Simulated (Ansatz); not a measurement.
# Si63N (N on a Si site, 64 atoms): the cost of one run

Program: Ansatz 0.2.0. Level of theory: DFT PBE, scalar-relativistic, plane waves, PAW, and further levels as typed in the inputs. These are calculated values, not measurements.

## Step 1: The starting structure

It takes space group R3m (No. 160, trigonal). The conventional cell has a = 15.361 Å, b = 15.361 Å, c = 18.814 Å, α = 90.00°, β = 90.00°, γ = 120.00°. Around N (site symmetry 3m) lie 1 Si at 1.60 Å. Si (site symmetry m) is surrounded by 4 Si at 2.35 Å. Around Si (site symmetry 3m) lie 1 N at 1.60 Å. Si (site symmetry 1) is surrounded by 4 Si at 2.35 Å. Only part of the 20 independent sites is listed.

Structure file:

```xyz
64
Lattice="10.8620 0.0000 0.0000 0.0000 10.8620 0.0000 0.0000 0.0000 10.8620" Properties=species:S:1:pos:R:3 pbc="T T T"
N     0.4345    0.4345    0.4345
Si    0.0000    2.7155    2.7155
Si    2.7155    0.0000    2.7155
Si    2.7155    2.7155    0.0000
Si    1.3578    1.3578    1.3578
Si    1.3578    4.0732    4.0732
Si    4.0732    1.3578    4.0732
Si    4.0732    4.0732    1.3578
Si    0.0000    0.0000    5.4310
Si    0.0000    2.7155    8.1465
Si    2.7155    0.0000    8.1465
Si    2.7155    2.7155    5.4310
Si    1.3578    1.3578    6.7888
Si    1.3578    4.0732    9.5043
Si    4.0732    1.3578    9.5043
Si    4.0732    4.0732    6.7888
Si    0.0000    5.4310    0.0000
Si    0.0000    8.1465    2.7155
Si    2.7155    5.4310    2.7155
Si    2.7155    8.1465    0.0000
Si    1.3578    6.7888    1.3578
Si    1.3578    9.5043    4.0732
Si    4.0732    6.7888    4.0732
Si    4.0732    9.5043    1.3578
Si    0.0000    5.4310    5.4310
Si    0.0000    8.1465    8.1465
Si    2.7155    5.4310    8.1465
Si    2.7155    8.1465    5.4310
Si    1.3578    6.7888    6.7888
Si    1.3578    9.5043    9.5043
Si    4.0732    6.7888    9.5043
Si    4.0732    9.5043    6.7888
Si    5.4310    0.0000    0.0000
Si    5.4310    2.7155    2.7155
Si    8.1465    0.0000    2.7155
Si    8.1465    2.7155    0.0000
Si    6.7888    1.3578    1.3578
Si    6.7888    4.0732    4.0732
Si    9.5043    1.3578    4.0732
Si    9.5043    4.0732    1.3578
Si    5.4310    0.0000    5.4310
Si    5.4310    2.7155    8.1465
Si    8.1465    0.0000    8.1465
Si    8.1465    2.7155    5.4310
Si    6.7888    1.3578    6.7888
Si    6.7888    4.0732    9.5043
Si    9.5043    1.3578    9.5043
Si    9.5043    4.0732    6.7888
Si    5.4310    5.4310    0.0000
Si    5.4310    8.1465    2.7155
Si    8.1465    5.4310    2.7155
Si    8.1465    8.1465    0.0000
Si    6.7888    6.7888    1.3578
Si    6.7888    9.5043    4.0732
Si    9.5043    6.7888    4.0732
Si    9.5043    9.5043    1.3578
Si    5.4310    5.4310    5.4310
Si    5.4310    8.1465    8.1465
Si    8.1465    5.4310    8.1465
Si    8.1465    8.1465    5.4310
Si    6.7888    6.7888    6.7888
Si    6.7888    9.5043    9.5043
Si    9.5043    6.7888    9.5043
Si    9.5043    9.5043    6.7888
```

## Step 2: Relaxing the atoms: Si63N defect cell, total moment held at 1 μB

input.yaml

```yaml
crystal:
  lattice:
    - [10.862, 0.0, 0.0]
    - [0.0, 10.862, 0.0]
    - [0.0, 0.0, 10.862]
  atoms:
    - { symbol: "N", position: [0.04, 0.04, 0.04] }
    - { symbol: Si, position: [0.0, 0.25, 0.25] }
    - { symbol: Si, position: [0.25, 0.0, 0.25] }
    - { symbol: Si, position: [0.25, 0.25, 0.0] }
    - { symbol: Si, position: [0.125, 0.125, 0.125] }
    - { symbol: Si, position: [0.125, 0.375, 0.375] }
    - { symbol: Si, position: [0.375, 0.125, 0.375] }
    - { symbol: Si, position: [0.375, 0.375, 0.125] }
    - { symbol: Si, position: [0.0, 0.0, 0.5] }
    - { symbol: Si, position: [0.0, 0.25, 0.75] }
    - { symbol: Si, position: [0.25, 0.0, 0.75] }
    - { symbol: Si, position: [0.25, 0.25, 0.5] }
    - { symbol: Si, position: [0.125, 0.125, 0.625] }
    - { symbol: Si, position: [0.125, 0.375, 0.875] }
    - { symbol: Si, position: [0.375, 0.125, 0.875] }
    - { symbol: Si, position: [0.375, 0.375, 0.625] }
    - { symbol: Si, position: [0.0, 0.5, 0.0] }
    - { symbol: Si, position: [0.0, 0.75, 0.25] }
    - { symbol: Si, position: [0.25, 0.5, 0.25] }
    - { symbol: Si, position: [0.25, 0.75, 0.0] }
    - { symbol: Si, position: [0.125, 0.625, 0.125] }
    - { symbol: Si, position: [0.125, 0.875, 0.375] }
    - { symbol: Si, position: [0.375, 0.625, 0.375] }
    - { symbol: Si, position: [0.375, 0.875, 0.125] }
    - { symbol: Si, position: [0.0, 0.5, 0.5] }
    - { symbol: Si, position: [0.0, 0.75, 0.75] }
    - { symbol: Si, position: [0.25, 0.5, 0.75] }
    - { symbol: Si, position: [0.25, 0.75, 0.5] }
    - { symbol: Si, position: [0.125, 0.625, 0.625] }
    - { symbol: Si, position: [0.125, 0.875, 0.875] }
    - { symbol: Si, position: [0.375, 0.625, 0.875] }
    - { symbol: Si, position: [0.375, 0.875, 0.625] }
    - { symbol: Si, position: [0.5, 0.0, 0.0] }
    - { symbol: Si, position: [0.5, 0.25, 0.25] }
    - { symbol: Si, position: [0.75, 0.0, 0.25] }
    - { symbol: Si, position: [0.75, 0.25, 0.0] }
    - { symbol: Si, position: [0.625, 0.125, 0.125] }
    - { symbol: Si, position: [0.625, 0.375, 0.375] }
    - { symbol: Si, position: [0.875, 0.125, 0.375] }
    - { symbol: Si, position: [0.875, 0.375, 0.125] }
    - { symbol: Si, position: [0.5, 0.0, 0.5] }
    - { symbol: Si, position: [0.5, 0.25, 0.75] }
    - { symbol: Si, position: [0.75, 0.0, 0.75] }
    - { symbol: Si, position: [0.75, 0.25, 0.5] }
    - { symbol: Si, position: [0.625, 0.125, 0.625] }
    - { symbol: Si, position: [0.625, 0.375, 0.875] }
    - { symbol: Si, position: [0.875, 0.125, 0.875] }
    - { symbol: Si, position: [0.875, 0.375, 0.625] }
    - { symbol: Si, position: [0.5, 0.5, 0.0] }
    - { symbol: Si, position: [0.5, 0.75, 0.25] }
    - { symbol: Si, position: [0.75, 0.5, 0.25] }
    - { symbol: Si, position: [0.75, 0.75, 0.0] }
    - { symbol: Si, position: [0.625, 0.625, 0.125] }
    - { symbol: Si, position: [0.625, 0.875, 0.375] }
    - { symbol: Si, position: [0.875, 0.625, 0.375] }
    - { symbol: Si, position: [0.875, 0.875, 0.125] }
    - { symbol: Si, position: [0.5, 0.5, 0.5] }
    - { symbol: Si, position: [0.5, 0.75, 0.75] }
    - { symbol: Si, position: [0.75, 0.5, 0.75] }
    - { symbol: Si, position: [0.75, 0.75, 0.5] }
    - { symbol: Si, position: [0.625, 0.625, 0.625] }
    - { symbol: Si, position: [0.625, 0.875, 0.875] }
    - { symbol: Si, position: [0.875, 0.625, 0.875] }
    - { symbol: Si, position: [0.875, 0.875, 0.625] }
scf:
  occupations: { method: gaussian, width: 0.02 }
output:
  forces: true
  stress: false
  eigenvalues: true
kpoints:
  mp_grid: { grid: [2, 2, 2] }
relax:
  f_tol: 0.02
  max_steps: 60
magnetization:
  spin_polarized: true
  initial_magnetization: 1
  spin_locking: { lock_magnetization: hard }
```

Command:

```
$ ansatz run input.yaml --threads 8 --pin off --max-ram 32768MiB --backend cpu --events-out ev --progress --plain --runs-dir out
```

What time and memory should one allow on 8 threads of AMD EPYC 9R45 (Zen 5), shared host?

About 82 s, with a peak of 8.4 GiB.
